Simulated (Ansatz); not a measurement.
**Smearing, entropy and the zero-width energy in TiAl₂**

Theory: DFT PBEsol, scalar-relativistic, plane waves, PAW (Ansatz 0.2.0).

```xyz
6
Lattice="1.9795 -6.0472 0.0000 1.9795 6.0472 0.0000 0.0000 0.0000 4.0315" Properties=species:S:1:pos:R:3 pbc="T T T"
Ti    1.9795   -1.8021    0.0000
Ti    1.9795    1.8021    0.0000
Al    0.0000    0.0000    0.0000
Al    1.9795   -3.9186    2.0158
Al    1.9795    3.9186    2.0158
Al    1.9795    0.0000    2.0158
```

- plane-wave cutoff: 420 eV
- Γ-centred k-mesh: 10×10×10
- spin treatment: unpolarised

The same metal under several smearings of width σ, on one mesh. F is the free energy, TS the smearing's entropy term for the cell of 6 atoms, and E = F + TS. Gaussian occupations are ½ erfc[(ε − μ)/σ], and N counts both spins.

```csv
rule,σ (eV),F − F(narrowest) (meV/atom),TS (meV/cell)
Fermi–Dirac,0.01,0.000,0.724
Fermi–Dirac,0.05,-1.571,20.924
Fermi–Dirac,0.5,-240.311,3133.117
Gaussian,0.1,-0.887,11.912
Gaussian,0.2,-4.116,54.288
Gaussian,0.3,-9.981,129.968
```

Problem. For a density of states N (both spins) that is flat over the smeared range, TS = Nσ²/2 (Gaussian) and (π²/3)Nσ² (Fermi–Dirac). What N does each run give?

Solution.
```
       rule  σ (eV) N (states/eV a cell)
Fermi–Dirac    0.01                  2.20
Fermi–Dirac    0.05                  2.54
Fermi–Dirac     0.5                  3.81
   Gaussian     0.1                  2.38
   Gaussian     0.2                  2.71
   Gaussian     0.3                  2.89
```

Equal entropy needs σ_Gauss = π√(2/3) σ_FD = 2.57 σ_FD, so a Fermi–Dirac width acts like a Gaussian one 2.57 times as large. At moderate widths N lies between 2.38 and 2.89. The drift shows structure in the density of states within the smeared window (a rise with width points to a dip at the Fermi level, a fall to a peak or a steep flank), or a mesh too coarse for the narrower widths. At the narrowest widths only the few mesh levels within σ of μ count, so N can scatter there.

Problem. To second order F = E0 − TS/2 and E = E0 + TS/2. How well does E0 = (E + F)/2 undo the smearing?

Solution.
| rule | σ (eV) | F − E0(narrowest) (meV/atom) | (E + F)/2 − E0(narrowest) (meV/atom) |
| --- | --- | --- | --- |
| Fermi–Dirac | 0.01 | -0.06 | 0.00 |
| Fermi–Dirac | 0.05 | -1.63 | 0.11 |
| Fermi–Dirac | 0.5 | -240.37 | 20.72 |
| Gaussian | 0.1 | -0.95 | 0.05 |
| Gaussian | 0.2 | -4.18 | 0.35 |
| Gaussian | 0.3 | -10.04 | 0.79 |

At Gaussian 0.3 eV the free energy is off by -10.04 meV/atom and the mean by 0.79. What remains is of order σ⁴ plus the mesh error of the narrowest run, which is no exact reference. Forces and stress are derivatives of F, not of E0, so they keep the σ² error.

7 further runs of this set aren't shown, and 1 didn't finish or converge.

Ordered by effective width across both rules, the inferred N rises in every run, from 2.20 to 3.81 states/eV a cell. Because the rise continues into the broadest windows, where discrete mesh levels matter least, it suggests that the Fermi level lies in a real depression of the density of states. The probable origin is hybridisation of Ti 3d with Al 3s and 3p states, which pushes bonding and antibonding states apart and leaves a valley between them, as is common in transition-metal aluminides.

The same shape explains why the averaged energy ends up too high: entropy grows faster than σ² as the window takes in the walls of the valley, so adding half of TS overcorrects. Yet the Gaussian residuals, 0.05, 0.35 and 0.79 meV/atom, grow more slowly than a pure fourth-power law, which suggests that the valley is too narrow for a low-order expansion, or that the reference energy is slightly off. The entropies alone can't show on which side of the Fermi level the additional states lie.
